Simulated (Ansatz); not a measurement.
# SrO: the cost of one run

Computed with Ansatz 0.2.0 (DFT r²SCAN, frozen-core PAW, scalar-relativistic unless said, unless a step's input says otherwise).

The COD entry's cell or inner coordinates are ideal or old and differ from later refinements, so a difference from it is no clean test against experiment.

**1. The system as given**

The structure is cubic, space group Fm-3m (No. 225). The conventional cell has a = 5.133 Å, b = 5.133 Å, c = 5.133 Å, α = 90.00°, β = 90.00°, γ = 90.00°. Around Sr (site symmetry m-3m) lie 6 O at 2.57 Å. O (site symmetry m-3m) has 6 Sr at 2.57 Å as nearest neighbours.

Coordinates:

```
Sr O
1.0
     2.56630    2.56630    0.00000
    -2.56630    2.56630    0.00000
     0.00000    2.56630    2.56630
Sr O
1 1
Direct
  0.50000 0.50000 0.00000
  0.00000 0.00000 0.00000
```

Cartesian axes are those of the input's lattice vectors. The structure goes back to a database entry.

**2. Cell and atoms relaxed, PAW**

Contents of input.yaml:

```yaml
crystal:
  lattice:
    - [2.5663, 2.5663, 0.0]
    - [-2.5663, 2.5663, 0.0]
    - [0.0, 2.5663, 2.5663]
  atoms:
    - { symbol: Sr, position: [0.5, 0.5, 0.0] }
    - { symbol: O, position: [0.0, 0.0, 0.0] }
kpoints:
  mp_grid: { grid: [12, 12, 12] }
scf:
  occupations: { method: fermi_dirac, width: 0.1 }
hamiltonian:
  xc: r2scan
  pseudopotentials: { kind: paw }
relax:
  f_tol: 0.002
  max_steps: 80
  cell: {}
output:
  forces: true
  stress: true
```

Run with:

```console
$ ansatz run input.yaml --threads 1 --pin off --max-ram 3072MiB --backend cpu --events-out ev --progress --plain --runs-dir out
```

Q: Estimate wall time and peak memory on 1 thread of Arm Neoverse V2, shared host.

About 12 s, with a peak of 0.4 GiB.
